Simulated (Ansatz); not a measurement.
Runs of Ansatz 0.2.0 on Si. Symmetry: I4/mmm, No. 139, tetragonal system. Conventional cell: a = 3.254 Å, b = 3.254 Å, c = 2.641 Å, α = 90.00°, β = 90.00°, γ = 90.00°. Si (site symmetry 4/mmm) is surrounded by 10 Si at 2.64 to 2.65 Å. This isn't the form of Si at room conditions, which is diamond.

```csv
level,k mesh,cutoff (eV),mesh quality,V0 of scaled cells (Å³/atom),B0 (GPa)
LDA,13 × 13 × 13,420,not flagged,13.94,97
PBEsol,13 × 13 × 13,420,not flagged,(b),97
PBE0,6 × 6 × 6,420,coarse,13.92,117
r2SCAN,13 × 13 × 13,500,not flagged,13.96,(a)
```

Alike in all rows: task equation of state; potentials or basis Ansatz PAW; no spin polarisation; cell as given; smearing fermi-dirac 0.05 eV.

Problem. Fill in the values left out.

Solution. (a) 94; (b) 14.11.

Caveats: some runs use coarse meshes; the cell was scaled at fixed shape and fractional positions, which overstates the stiffness of a crystal with free parameters, most of all of layers and chains; the PAW data sets were made with another functional, which shifts forces and pressure a little (some runs).

Runs at the PBE level aren't shown here.
